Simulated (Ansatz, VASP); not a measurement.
**Mg: VASP beside Ansatz**

INCAR

```
PREC = Accurate ; ENCUT = 520
EDIFF = 1E-6 ; ISMEAR = -1
SIGMA = 0.1 ; LREAL = False
LASPH = True ; NELM = 100
ALGO = Normal ; ISIF = 2
LWAVE = False ; LCHARG = False
GGA = B5 ; ALDAX = 1.0
AGGAX = 1.0 ; AGGAC = 1.0
ALDAC = 0.0 ; NBANDS = 7
```

Contents of KPOINTS:

```
Automatic mesh
0
Gamma
  14 14 14
```

The input POSCAR:

```
Mg
1.0
   -1.7800444254      1.7800444254      1.7800444254
    1.7800444254     -1.7800444254      1.7800444254
    1.7800444254      1.7800444254     -1.7800444254
Mg
1
Direct
    0.0000000000      0.0000000000      0.0000000000
```

Input for Ansatz:

```yaml
crystal:
  lattice:
    - [-1.7800444254, 1.7800444254, 1.7800444254]
    - [1.7800444254, -1.7800444254, 1.7800444254]
    - [1.7800444254, 1.7800444254, -1.7800444254]
  atoms:
    - { symbol: Mg, position: [0.0, 0.0, 0.0] }
hamiltonian:
  xc: blyp
  pseudopotentials:
    kind: paw
    azcp:
      Mg: "pseudopotentials/Mg.paw.azcp"
basis:
  ecutwfc: 420
  fft_grid_basis: typed
kpoints:
  mp_grid: { grid: [14, 14, 14], shift: [0, 0, 0] }
magnetization:
  spin_polarized: false
scf:
  occupations: { method: fermi_dirac, width: 0.1 }
  lower_state_search: "off"
output:
  stress: true
```

Alike in both runs: task single point; functional BLYP; k mesh 14 × 14 × 14; occupations fermi-dirac, width 0.1 eV; no spin polarisation.

|  | VASP | Ansatz |
| --- | --- | --- |
| version | VASP 6.6.1 | Ansatz 0.2.0 |
| potentials or method | VASP PAW PBE potentials, release 64 (Mg) | plane waves (420 eV) with PAW, scalar-relativistic |
| plane-wave cutoff (eV) | 520 | 420 |
| valence electrons in the cell | 2 | 10 |

|  | VASP | Ansatz | Ansatz less VASP |
| --- | --- | --- | --- |
| pressure (GPa) | 1.3 | 1.3 | +0.04 |

With one functional, cell and mesh, what is left measures potentials, basis and numerics. The two sets of potentials don't hold the same shells in valence.

Caveats: the PAW data sets were made with another functional, which shifts forces and pressure a little (VASP).
